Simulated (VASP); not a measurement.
# AlP (F-43m) in VASP: further runs

The runs below take AlP through relaxation of cell and atoms, single point, with PBEsol, RPBE.

All numbers are computed with VASP 6.6.1; they aren't measurements. Logs are shortened: lines on timing, memory, paths and dates and some standing lists are left out, and cuts for length are marked.

**Experimental background.**

A printed reference work, data compilation reports, for a bulk crystal of AlP at 4.2 K: band gap 2.505 eV (indirect).

How close the calculation comes is told below.

## Step 1: Starting point

The structure is cubic, space group F-43m (No. 216). The conventional cell has a = 5.473 Å, b = 5.473 Å, c = 5.473 Å, α = 90.00°, β = 90.00°, γ = 90.00°. Al (site symmetry -43m) is surrounded by 4 P at 2.37 Å. Around P (site symmetry -43m) lie 4 Al at 2.37 Å.

The cell is a database's computed one.

## Step 2: Relaxation of cell and atoms, PBEsol

Contents of INCAR:

```
  ALGO = Normal
  EDIFF = 1E-7
  EDIFFG = -0.005
  ENCUT = 600
  GGA = PS
  IBRION = 2
  ISIF = 3
  ISMEAR = 0
  LASPH = True
  LCHARG = False
  LREAL = False
  LWAVE = False
  NELM = 80
  NSW = 90
  PREC = Accurate
  SIGMA = 0.02
```

Contents of KPOINTS:

```
k-points
0
Gamma
  4 4 4
```

Contents of POSCAR:

```
AlP
1.0
    0.0000000000      2.7364837100      2.7364837100
    2.7364837100      0.0000000000      2.7364837100
    2.7364837100      2.7364837100      0.0000000000
Al P
1 1
Direct
    0.0000000000      0.0000000000      0.0000000000
    0.2500000000      0.2500000000      0.2500000000
```

Potentials or basis: VASP PAW PBE potentials, release 64 (Al, P).

Launch:

```bash
$ cat potpaw_PBE.64/Al/POTCAR potpaw_PBE.64/P/POTCAR > POTCAR
$ mpirun -np 1 vasp_std > vasp.out
```

OUTCAR:

```text
EDIFF = 1E-7
   EDIFFG = -0.005
   ENCUT = 600
   GGA = PS
   IBRION = 2
   ISIF = 3
   ISMEAR = 0
   LASPH = True
   LREAL = False
   NELM = 80
   NSW = 90
   PREC = Accurate

 ion  position               nearest neighbor table
   1  0.000  0.000  0.000-   2 2.37   2 2.37   2 2.37   2 2.37
   2  0.250  0.250  0.250-   1 2.37   1 2.37   1 2.37   1 2.37

  LATTYP: Found a face centered cubic cell.
 ALAT       =     5.4729674200

  Lattice vectors:

 A1 = (   0.0000000000,   2.7364837100,   2.7364837100)
 A2 = (   2.7364837100,   0.0000000000,   2.7364837100)
 A3 = (   2.7364837100,   2.7364837100,   0.0000000000)

Analysis of symmetry for initial positions (statically):
=====================================================================
 Subroutine PRICEL returns:
 Original cell was already a primitive cell.

 Routine SETGRP: Setting up the symmetry group for a
 face centered cubic supercell.

 Subroutine GETGRP returns: Found 24 space group operations
 (whereof 24 operations were pure point group operations)
 out of a pool of 48 trial point group operations.

The static configuration has the point symmetry T_d .

Analysis of symmetry for dynamics (positions and initial velocities):
=====================================================================
 Subroutine PRICEL returns:
 Original cell was already a primitive cell.

 Routine SETGRP: Setting up the symmetry group for a
 face centered cubic supercell.

 Subroutine GETGRP returns: Found 24 space group operations
 (whereof 24 operations were pure point group operations)
 out of a pool of 48 trial point group operations.

The dynamic configuration has the point symmetry T_d .

 Subroutine INISYM returns: Found 24 space group operations
 (whereof 24 operations are pure point group operations),
 and found     1 'primitive' translations

----------------------------------------------------------------------------------------

                                     Primitive cell

  volume of cell :      40.9835

  direct lattice vectors                    reciprocal lattice vectors
     0.000000000  2.736483710  2.736483710    -0.182716235  0.182716235  0.182716235
     2.736483710  0.000000000  2.736483710     0.182716235 -0.182716235  0.182716235
     2.736483710  2.736483710  0.000000000     0.182716235  0.182716235 -0.182716235

  length of vectors
     3.869972376  3.869972376  3.869972376     0.316473802  0.316473802  0.316473802

  position of ions in fractional coordinates (direct lattice)
     0.000000000  0.000000000  0.000000000
     0.250000000  0.250000000  0.250000000

  ion indices of the primitive-cell ions
   primitive index   ion index
                 1           1
                 2           2

----------------------------------------------------------------------------------------

 KPOINTS: k-points

Automatic generation of k-mesh.
 Grid dimensions read from file:
 generate k-points for:    4    4    4

 Generating k-lattice:

  Cartesian coordinates                     Fractional coordinates (reciprocal lattice)
    -0.045679059  0.045679059  0.045679059     0.250000000  0.000000000  0.000000000
     0.045679059 -0.045679059  0.045679059     0.000000000  0.250000000  0.000000000
     0.045679059  0.045679059 -0.045679059     0.000000000  0.000000000  0.250000000

  Length of vectors
     0.079118450  0.079118450  0.079118450

  Shift w.r.t. Gamma in fractional coordinates (k-lattice)
     0.000000000  0.000000000  0.000000000

 Subroutine IBZKPT returns following result:
 ===========================================

 Found      8 irreducible k-points:

 Following reciprocal coordinates:
            Coordinates               Weight
  0.000000  0.000000  0.000000      1.000000
  0.250000  0.000000  0.000000      8.000000
  0.500000  0.000000  0.000000      4.000000
  0.250000  0.250000  0.000000      6.000000
  0.500000  0.250000  0.000000     24.000000
 -0.250000  0.250000  0.000000     12.000000
  0.500000  0.500000  0.000000      3.000000
 -0.250000  0.500000  0.250000      6.000000
   k-points           NKPTS =      8   k-points in BZ     NKDIM =      8   number of bands    NBANDS=      8
   number of dos      NEDOS =    301   number of ions     NIONS =      2
   total plane-waves  NPLWV =  32768
   dimension x,y,z NGX =    32 NGY =   32 NGZ =   32
   dimension x,y,z NGXF=    64 NGYF=   64 NGZF=   64
   ions per type =               1   1
   NGX,Y,Z   is equivalent  to a cutoff of  13.75, 13.75, 13.75 a.u.
   NGXF,Y,Z  is equivalent  to a cutoff of  27.49, 27.49, 27.49 a.u.
 SYSTEM =  unknown system
   PREC   = accura    normal or accurate (medium, high low for compatibility)
   ISTART =      0    job   : 0-new  1-cont  2-samecut
   ICHARG =      2    charge: 1-file 2-atom 10-const
   ISPIN  =      1    spin polarized calculation?
   LNONCOLLINEAR =      F non collinear calculations
   LSORBIT =      F    spin-orbit coupling
   LASPH  =      T    aspherical Exc in radial PAW
   ENCUT  =  600.0 eV  44.10 Ry    6.64 a.u.   7.73  7.73  7.73*2*pi/ulx,y,z
   NELM   =     80;   NELMIN=  2; NELMDL= -5     # of ELM steps
   EDIFF  = 0.1E-06   stopping-criterion for ELM
   LREAL  =      F    real-space projection
   EDIFFG = -.5E-02   stopping-criterion for IOM
   NSW    =     90    number of steps for IOM
   IBRION =      2    ionic relax: 0-MD 1-quasi-New 2-CG
   NFREE  =      1    steps in history (QN), initial steepest desc. (CG)
   ISIF   =      3    stress and relaxation
   ISYM   =      2    0-nonsym 1-usesym 2-fastsym
   POTIM  = 0.5000    time-step for ionic-motion
   TEBEG  =    0.0;   TEEND  =   0.0 temperature during run
   PSTRESS=    0.0 pullay stress
   NELECT =       8.0000    total number of electrons
   NUPDOWN=      -1.0000    fix difference up-down
   EMIN   =  10.00;   EMAX   =-10.00  energy-range for DOS
   EFERMI =   0.00;   METHOD = LEGACY
   ISMEAR =     0;   SIGMA  =   0.02  broadening in eV -4-tet -1-fermi 0-gaus
   EFERMI_NEDOS =   21; number of points for ismear=-14 and -15
   IALGO  =     38    algorithm
   IMIX   =      4    mixing-type and parameters
     AMIX     =   0.40;   BMIX     =  1.00
     AMIX_MAG =   1.60;   BMIX_MAG =  1.00
  volume/ion in A,a.u.               =      20.49       138.29
  Fermi-wavevector in a.u.,A,eV,Ry     =   0.949661  1.794599 12.270497  0.901856
  Thomas-Fermi vector in A             =   2.077965
   LORBIT       =      0    0 simple, 1 ext, 2 COOP (PROOUT), +10 PAW based schemes
   GGA     = PS    functional components
   LHFCALC =     F    Hartree Fock is set to
   AEXX    =    0.0000 exact exchange contribution
   IVDW    =     0    specifies the selected vdW correction
   LEPSILON=     F    determine dielectric tensor
   LRPA    =     F    only Hartree local field effects (RPA)
 conjugate gradient relaxation of ions
 non-spin polarized calculation
 Gauss-broadening in eV      SIGMA  =   0.02
  energy-cutoff  :      600.00
  volume of cell :       40.98
 maximum number of plane-waves:      1384
 NGX is ok and might be reduce to    32
   NGX = 15   NGY = 15   NGZ = 15

--------------------------------------- Ionic step        1  -------------------------------------------

 number of electron       8.0000000 magnetization

 Free energy of the ion-electron system (eV)
  ---------------------------------------------------
  ext. energy  EPLUGINS =         0.00000000
  ---------------------------------------------------
  free energy    TOTEN  =       -10.89463158 eV

  energy without entropy =      -10.89463158  energy(sigma->0) =      -10.89463158

------------------------ aborting loop because EDIFF is reached ----------------------------------------

  FORCE on cell =-STRESS in cart. coord.  units (eV):
  Direction    XX          YY          ZZ          XY          YZ          ZX
  --------------------------------------------------------------------------------------
  -------------------------------------------------------------------------------------
  Total        0.0862681      0.0862681      0.0862681      0.0000000      0.0000000     -0.0000000
  in kB        3.3725018      3.3725018      3.3725018      0.0000000      0.0000000     -0.0000000
  external PRESSURE =       3.3725018 kB  Pullay stress =       0.0000000 kB

 VOLUME and BASIS-vectors are now :
 -----------------------------------------------------------------------------
  energy-cutoff  :      600.00
  volume of cell :       40.98
      direct lattice vectors                 reciprocal lattice vectors
     0.000000000  2.736483710  2.736483710    -0.182716235  0.182716235  0.182716235
     2.736483710  0.000000000  2.736483710     0.182716235 -0.182716235  0.182716235
     2.736483710  2.736483710  0.000000000     0.182716235  0.182716235 -0.182716235

 POSITION                                       TOTAL-FORCE (eV/Angst)
 -----------------------------------------------------------------------------------
      0.00000      0.00000      0.00000         0.000000      0.000000      0.000000
      1.36824      1.36824      1.36824        -0.000000     -0.000000     -0.000000
 -----------------------------------------------------------------------------------
    total drift:                               -0.000000     -0.000000     -0.000000

  FREE ENERGIE OF THE ION-ELECTRON SYSTEM (eV)
  ---------------------------------------------------
  free  energy   TOTEN  =       -10.8946315761 eV
[... 17 lines left out ...]
 VOLUME and BASIS-vectors are now :
 -----------------------------------------------------------------------------
  energy-cutoff  :      600.00
  volume of cell :       41.24
      direct lattice vectors                 reciprocal lattice vectors
    -0.000000000  2.742178061  2.742178061    -0.182336810  0.182336810  0.182336810
     2.742178061  0.000000000  2.742178061     0.182336810 -0.182336810  0.182336810
     2.742178061  2.742178061 -0.000000000     0.182336810  0.182336810 -0.182336810

 POSITION                                       TOTAL-FORCE (eV/Angst)
 -----------------------------------------------------------------------------------
      0.00000      0.00000      0.00000        -0.000000     -0.000000     -0.000000
      1.37109      1.37109      1.37109         0.000000      0.000000      0.000000
 -----------------------------------------------------------------------------------
    total drift:                               -0.000000     -0.000000     -0.000000

  FREE ENERGIE OF THE ION-ELECTRON SYSTEM (eV)
  ---------------------------------------------------
  free  energy   TOTEN  =       -10.8947309659 eV

  energy  without entropy=      -10.8947309659  energy(sigma->0) =      -10.89473097

--------------------------------------- Ionic step        3  -------------------------------------------

 number of electron       7.9999999 magnetization

 Free energy of the ion-electron system (eV)
  ---------------------------------------------------
  ext. energy  EPLUGINS =         0.00000000
  ---------------------------------------------------
  free energy    TOTEN  =       -10.89479563 eV

  energy without entropy =      -10.89479563  energy(sigma->0) =      -10.89479563

 E-fermi :   4.6009     XC(G=0):  -9.3086

 val. band max:        4.4759045991   @ k =   0.0000   0.0000   0.0000
 cond. band min:       5.9054107462   @ k =   0.5000   0.5000   0.0000
 fundamental gap:      1.4295061471
 Fermi energy:         4.6008778141

 k-point     1 :       0.0000    0.0000    0.0000
  band No.  band energies     occupation
      1      -6.9952      2.00000
      2       4.4759      2.00000
      3       4.4759      2.00000
      4       4.4759      2.00000
      5       7.5774      0.00000
      6       8.9449      0.00000
      7       8.9449      0.00000
      8       8.9449      0.00000

 k-point     2 :       0.2500    0.0000    0.0000
  band No.  band energies     occupation
      1      -6.3391      2.00000
      2       1.2775      2.00000
      3       4.0312      2.00000
      4       4.0312      2.00000
      5       7.6592      0.00000
      6       9.5296      0.00000
      7       9.5296      0.00000
      8      11.2398      0.00000

 k-point     3 :       0.5000    0.0000    0.0000
  band No.  band energies     occupation
      1      -5.3158      2.00000
      2      -1.0764      2.00000
      3       3.7106      2.00000
      4       3.7106      2.00000
      5       7.1480      0.00000
      6       9.1926      0.00000
      7       9.1926      0.00000
      8      12.5029      0.00000
[... 66 lines left out ...]
 VOLUME and BASIS-vectors are now :
 -----------------------------------------------------------------------------
  energy-cutoff  :      600.00
  volume of cell :       41.14
      direct lattice vectors                 reciprocal lattice vectors
    -0.000000000  2.739968931  2.739968931    -0.182483821  0.182483821  0.182483821
     2.739968931  0.000000000  2.739968931     0.182483821 -0.182483821  0.182483821
     2.739968931  2.739968931 -0.000000000     0.182483821  0.182483821 -0.182483821

 POSITION                                       TOTAL-FORCE (eV/Angst)
 -----------------------------------------------------------------------------------
      0.00000      0.00000      0.00000        -0.000000     -0.000000     -0.000000
      1.36998      1.36998      1.36998         0.000000      0.000000      0.000000
 -----------------------------------------------------------------------------------
    total drift:                               -0.000000     -0.000000     -0.000000

  FREE ENERGIE OF THE ION-ELECTRON SYSTEM (eV)
  ---------------------------------------------------
  free  energy   TOTEN  =       -10.8947956306 eV

  energy  without entropy=      -10.8947956306  energy(sigma->0) =      -10.89479563

 reached required accuracy - stopping structural energy minimisation
```

Wall time 5.7 s (1 thread of Intel Xeon 6975P-C (Granite Rapids), shared host); peak memory 0.17 GiB.

Results:

```yaml
Free_energy: -10.8948 eV
Relaxed_volume: 20.57 Å³/atom
Relaxed_cell: a = 3.875 Å, b = 3.875 Å, c = 3.875 Å, α = 60.00°, β = 60.00°, γ = 60.00°
Space_group_after_relaxing_to_0.05_Å: F-43m (No. 216)
Energy_gained_by_relaxing: 0.1 meV/atom
Ionic_steps: 3
Pressure_after_relaxing: 0.0 GPa
Band_gap_on_the_k_mesh: 1.43 eV, indirect (least direct gap 3.10 eV)
```

The path:
```csv
step,energy change (eV),largest force (eV/Å),pressure (GPa),volume (Å³)
1,0.0000,0.0000,0.34,40.98
2,-0.0001,0.0000,-0.21,41.24
3,-0.0002,0.0000,0.00,41.14
```

Final structure:
```yaml
crystal:
  lattice:
    - [0.00000, 2.73997, 2.73997]
    - [2.73997, 0.00000, 2.73997]
    - [2.73997, 2.73997, 0.00000]
  atoms:
    - { symbol: Al, position: [0.00000, 0.00000, 0.00000] }
    - { symbol: P, position: [0.25000, 0.25000, 0.25000] }
```

Caveat: the k mesh is coarse (spacing up to 0.50 Å⁻¹), so the values aren't converged; the PAW data sets were made with another functional, which shifts forces and pressure a little.

## Step 3: Single point, PBEsol

Contents of INCAR:

```
  ALGO = Normal
  EDIFF = 1E-6
  ENCUT = 520
  GGA = PS
  ISIF = 2
  ISMEAR = 0
  LASPH = True
  LCHARG = False
  LREAL = False
  LWAVE = False
  NBANDS = 11
  NELM = 80
  PREC = Accurate
  SIGMA = 0.02
```

Contents of KPOINTS:

```
k-points
0
Gamma
  8 8 8
```

POSCAR is that of step 2.

Potentials or basis: VASP PAW PBE potentials, release 64 (Al, P).

Launch:

```bash
$ cat potpaw_PBE.64/Al/POTCAR potpaw_PBE.64/P/POTCAR > POTCAR
$ mpirun -np 1 vasp_std > vasp.out
```

It took 6.9 s on 1 thread of Intel Xeon 6975P-C (Granite Rapids), shared host; peak memory 0.16 GiB.

It converged, with:

| Item | Value |
| --- | --- |
| Free energy | -10.9952 eV |
| Pressure | -0.1 GPa |
| Band gap on the k mesh | 1.45 eV, indirect (least direct gap 3.14 eV) |

Levels at points of the mesh, in eV from the valence-band top:
```tsv
k point	band 1	band 2	band 3	band 4	band 5	band 6	band 7	band 8	band 9
(0.00, 0.00, 0.00)	-11.49	0.00	0.00	0.00	3.14	4.50	4.50	4.50	8.79
(0.50, 0.00, 0.00)	-9.81	-5.55	-0.76	-0.76	2.71	4.75	4.75	8.06	11.49
(0.50, 0.50, 0.00)	-9.14	-5.32	-2.11	-2.11	1.45	2.37	10.93	10.93	11.87
```

Caveat: the PAW data sets were made with another functional, which shifts forces and pressure a little.

## Step 4: Relaxation of cell and atoms, PBEsol

Contents of INCAR:

```
  ALGO = Normal
  EDIFF = 1E-7
  EDIFFG = -0.005
  ENCUT = 580
  GGA = PS
  IBRION = 2
  ISIF = 3
  ISMEAR = 0
  LASPH = True
  LCHARG = False
  LREAL = False
  LWAVE = False
  NELM = 80
  NSW = 90
  PREC = Accurate
  SIGMA = 0.02
```

KPOINTS is that of step 3.

POSCAR is that of step 3.

Launch:

```bash
$ cat potpaw_PBE.64/Al/POTCAR potpaw_PBE.64/P/POTCAR > POTCAR
$ mpirun -np 1 vasp_std > vasp.out
```

Run time: 10 s. Hardware: 1 thread of Intel Xeon 6975P-C (Granite Rapids), shared host; peak memory 0.16 GiB.

The run converged. Its results:

| Property | Result |
| --- | --- |
| Free energy | -10.9955 eV |
| Relaxed volume | 20.47 Å³/atom |
| Relaxed cell | a = 3.869 Å, b = 3.869 Å, c = 3.869 Å, α = 60.00°, β = 60.00°, γ = 60.00° |
| Space group after relaxing (to 0.05 Å) | F-43m (No. 216) |
| Energy gained by relaxing | 0.0 meV/atom |
| Ionic steps | 3 |
| Pressure after relaxing | 0.0 GPa |
| Band gap on the k mesh | 1.45 eV, indirect (least direct gap 3.15 eV) |

Final structure:
```cif
data_structure
_symmetry_space_group_name_H-M 'P 1'
_symmetry_Int_Tables_number 1
_cell_length_a 3.8688
_cell_length_b 3.8688
_cell_length_c 3.8688
_cell_angle_alpha 60.000
_cell_angle_beta 60.000
_cell_angle_gamma 60.000
_cell_volume 40.95
loop_
_atom_site_label
_atom_site_type_symbol
_atom_site_fract_x
_atom_site_fract_y
_atom_site_fract_z
_atom_site_occupancy
Al1 Al 0.00000 0.00000 0.00000 1
P1 P 0.25000 0.25000 0.25000 1
```

Levels at points of the mesh, in eV from the valence-band top:
```csv
k point,band 1,band 2,band 3,band 4,band 5,band 6,band 7,band 8
"(0.00, 0.00, 0.00)",-11.49,0.00,0.00,0.00,3.15,4.50,4.50,4.50
"(0.50, 0.00, 0.00)",-9.81,-5.55,-0.76,-0.76,2.71,4.75,4.75,8.06
"(0.50, 0.50, 0.00)",-9.15,-5.32,-2.11,-2.11,1.45,2.37,10.94,10.94
```

Caveat: the PAW data sets were made with another functional, which shifts forces and pressure a little. Expect the measured gap to be larger: semilocal functionals such as PBEsol lack the derivative discontinuity.

[end of part 1 of 2]
